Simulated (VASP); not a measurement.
SrO in VASP 6.6.1, single-point calculation

INCAR

```
EDIFF = 1E-7
IBRION = -1
NBANDS = 15
SIGMA = 0.3
NSW = 0
ISMEAR = -5
LREAL = .FALSE.
PREC = Accurate
ISIF = 2
NELM = 120
ENCUT = 250
GGA = PE
LASPH = .TRUE.
LWAVE = .FALSE.
LCHARG = .FALSE.
```

KPOINTS

```
KPOINTS created by Atomic Simulation Environment
0
Gamma
8 8 8
0 0 0
```

POSCAR

```
Sr O
 1.0000000000000000
     0.0859964109000000    2.6658887381000000    2.6658887381000000
     2.6658887381000000    0.0859964109000000    2.6658887381000000
     2.6658887381000000    2.6658887381000000    0.0859964109000000
 Sr  O
   1   1
Cartesian
  0.0000000000000000  0.0000000000000000  0.0000000000000000
  2.7088869435500000  2.7088869435500000  2.7088869435500000
```

The recommended PBE PAW datasets give the neutral cell 16 valence electrons.

Command

```
mpirun -np 1 vasp_std
```

**Question.** How does this run end, and what does it give?

**Answer.** It converged. Results: gap between bands v and c on the k mesh 3.44 eV; least direct gap on the k mesh 3.50 eV; pressure -46.6 GPa. Band v is the last that the valence electrons fill when counted band by band, and c is the next.

OSZICAR

```
N       E                     dE             d eps       ncg     rms          rms(c)
DAV:   1     0.354724864846E+02    0.35472E+02   -0.53099E+03  2043   0.584E+02
DAV:   2    -0.122437769124E+02   -0.47716E+02   -0.45093E+02  2738   0.156E+02
DAV:   3    -0.137417311501E+02   -0.14980E+01   -0.14944E+01  2316   0.247E+01
DAV:   4    -0.137636886459E+02   -0.21957E-01   -0.21955E-01  2584   0.310E+00
DAV:   5    -0.137643559171E+02   -0.66727E-03   -0.66727E-03  2411   0.416E-01    0.164E+01
DAV:   6    -0.124772862162E+02    0.12871E+01   -0.23735E+00  2055   0.114E+01    0.161E+01
DAV:   7    -0.123757945998E+02    0.10149E+00   -0.14439E-01  2496   0.295E+00    0.952E+00
DAV:   8    -0.123493839628E+02    0.26411E-01   -0.87697E-02  2440   0.287E+00    0.544E-01
DAV:   9    -0.123499534234E+02   -0.56946E-03   -0.63542E-03  2424   0.464E-01    0.172E-01
DAV:  10    -0.123504877270E+02   -0.53430E-03   -0.28606E-04  2321   0.140E-01    0.944E-02
DAV:  11    -0.123507712850E+02   -0.28356E-03   -0.27882E-04  2055   0.118E-01    0.363E-02
DAV:  12    -0.123507815269E+02   -0.10242E-04   -0.16740E-05  2929   0.249E-02    0.648E-03
DAV:  13    -0.123507809388E+02    0.58805E-06   -0.20878E-07  2216   0.393E-03    0.585E-03
DAV:  14    -0.123507805980E+02    0.34085E-06   -0.18345E-07  2909   0.333E-03    0.715E-04
DAV:  15    -0.123507805884E+02    0.95381E-08   -0.21992E-08  1045   0.111E-03
   1 F= -.12350781E+02 E0= -.12350781E+02  d E =0.000000E+00
```

These settings aren't sound, so the numbers aren't properties of the crystal.

On sound settings PBE gives a gap of 3.23 eV on its mesh and a pressure of -1.9 GPa for the intended cell.
